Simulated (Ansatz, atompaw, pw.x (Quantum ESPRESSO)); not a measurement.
N (Z = 7): does the PAW (atompaw) potential hold in the solid?

N, PAW, made with atompaw 4.2.0.5 (LDA (PW92), scalar-relativistic). Core [He], reference 2s2 2p3. Waves: 2s (bound): rc 1.10 bohr; 2s channel at 0.75 Ry: rc 1.10 bohr; 2p (bound): rc 2.20 bohr; 2p channel at 0.63 Ry: rc 2.20 bohr. Local part: troulliermartins scheme with l = 2 at 0.5 Ry, radius 1.85 bohr. Core correction: smooth core density matched at 2.05 bohr. Augmentation charge: besselshape compensation charge, radius 1.95 bohr; PAW radius 2.20 bohr; waves and projectors: custom rrkj gramschmidtortho.

Atomic tests: cutoffs needed: 15 Ry and 18 Ry (the cutoffs (Ry, on a coarse ladder) from which the occupation-weighted sum of valence levels, in a spherical-Bessel basis at the reference potential, stays within 10 and 1 mRy of its value at 400 Ry); ghost test: no extra level below or beside the all-electron valence levels (s, p, d, f tested) (spherical-Bessel basis up to 400 Ry, 20 bohr box); lowest eigenvalue of the overlap operator: 0.30 (p channel).

Crystal test: fcc N in pw.x 7.5, no spin, 18³ k-points, Fermi–Dirac smearing 0.01 Ry, cutoffs 40/400 Ry. The reference is all-electron LAPW (Ansatz 0.2.0) with the same functional, mesh and smearing; V0 and B0 come from Birch–Murnaghan fits to the pressures at five volumes. Errors are pseudo minus all-electron; Δ is the rms difference of the E(V) curves that follow from these fits, minima aligned, over ±6 % about the mean V0. Mesh and smearing are coarse, so the numbers serve the comparison and aren't converged zero-temperature values; the lattice is a test structure that the element need not adopt. Spin polarisation is left out.

All-electron: a0 = 3.046 Å (V0 = 7.06 Å³/atom), B0 = 220.9 GPa.

Q: How far does the potential miss the all-electron equation of state?

A: mean pressure error (GPa): -5.39; a0 (Å): 3.020; a0 error (%): -0.83; B0 error (%): +1.9; Δ (meV/atom): 8.5. The largest radius (2.20 bohr) exceeds half the bond length (2.04 bohr), so the spheres overlap, which is one possible source of error among others. This is a poor potential for the solid.

| V (Å³/atom) | P all-electron (GPa) | P pseudo (GPa) |
| --- | --- | --- |
| 6.716 | 12.35 | 6.01 |
| 6.892 | 5.69 | -0.14 |
| 7.069 | -0.19 | -5.54 |
| 7.246 | -5.36 | -10.27 |
| 7.422 | -9.91 | -14.43 |

Q: At the middle volume, how do free energy and pressure move when the wave cutoff is lowered (ecutrho held at 400 Ry)?

A:

```
cutoff (Ry)  shift of F (meV/atom)  shift of P (GPa)
         18                 +158.8             -1.93
         24                  +19.6             -0.27
         32                   +8.9             +0.45
```

Input at the middle volume:

```
&control
  calculation='scf', prefix='x', pseudo_dir='./', outdir='./tmp', tstress=.true., disk_io='none'
/
&system
  ibrav=0, nat=1, ntyp=1, ecutwfc=40, ecutrho=400, nbnd=9,
  occupations='smearing', smearing='fd', degauss=0.01
/
&electrons
  conv_thr=1e-09, mixing_beta=0.4, electron_maxstep=70
/
ATOMIC_SPECIES
N 1.0 N.UPF
CELL_PARAMETERS angstrom
  0.00000000 1.52326687 1.52326687
  1.52326687 0.00000000 1.52326687
  1.52326687 1.52326687 0.00000000
ATOMIC_POSITIONS crystal
N 0.0000 0.0000 0.0000
K_POINTS automatic
18 18 18 0 0 0
```

```bash
pw.x < N.scf.in > N.scf.out
```

Lines of the output:

```
Message from routine setup:
     using ibrav=0 with symmetry is DISCOURAGED, use correct ibrav instead
     lattice parameter (alat)  =       4.0709  a.u.
     unit-cell volume          =      47.7040 (a.u.)^3
     number of electrons       =         5.00
     number of Kohn-Sham states=            9
     kinetic-energy cutoff     =      40.0000  Ry
     charge density cutoff     =     400.0000  Ry
     scf convergence threshold =      1.0E-09
     Exchange-correlation= SLA PW NOGX NOGC
     number of k points=   195  Fermi-Dirac smearing, width (Ry)=  0.0100
     iteration #  1     ecut=    40.00 Ry     beta= 0.40
     total energy              =     -27.12320955 Ry
     estimated scf accuracy    <       0.00177838 Ry
     iteration #  2     ecut=    40.00 Ry     beta= 0.40
     total energy              =     -27.12467543 Ry
     estimated scf accuracy    <       0.00066389 Ry
     iteration #  3     ecut=    40.00 Ry     beta= 0.40
     total energy              =     -27.12487213 Ry
     estimated scf accuracy    <       0.00001026 Ry
     iteration #  4     ecut=    40.00 Ry     beta= 0.40
     total energy              =     -27.12487912 Ry
     estimated scf accuracy    <       0.00000012 Ry
     iteration #  5     ecut=    40.00 Ry     beta= 0.40
     total energy              =     -27.12487971 Ry
     estimated scf accuracy    <          6.8E-09 Ry
     iteration #  6     ecut=    40.00 Ry     beta= 0.40
     the Fermi energy is     8.9921 ev
!    total energy              =     -27.12487972 Ry
     estimated scf accuracy    <          1.5E-10 Ry
     smearing contrib. (-TS)   =      -0.00293510 Ry
     The total energy is F=E-TS. E is the sum of the following terms:
     one-electron contribution =       3.79570118 Ry
     hartree contribution      =       1.72291760 Ry
     xc contribution           =      -4.67554940 Ry
     ewald contribution        =     -19.90954911 Ry
     one-center paw contrib.   =      -8.05546490 Ry
     convergence has been achieved in   6 iterations
          total   stress  (Ry/bohr**3)                   (kbar)     P=      -55.44
     Message from routine punch:
     Nothing written, as per user request (disk_io='none')
```

The run at the middle volume (195 k-points, 6 iterations) took about 2.8 s on one core of a shared host (AMD EPYC 9R45 96-Core Processor, 96 threads, 376 GiB, load 18).
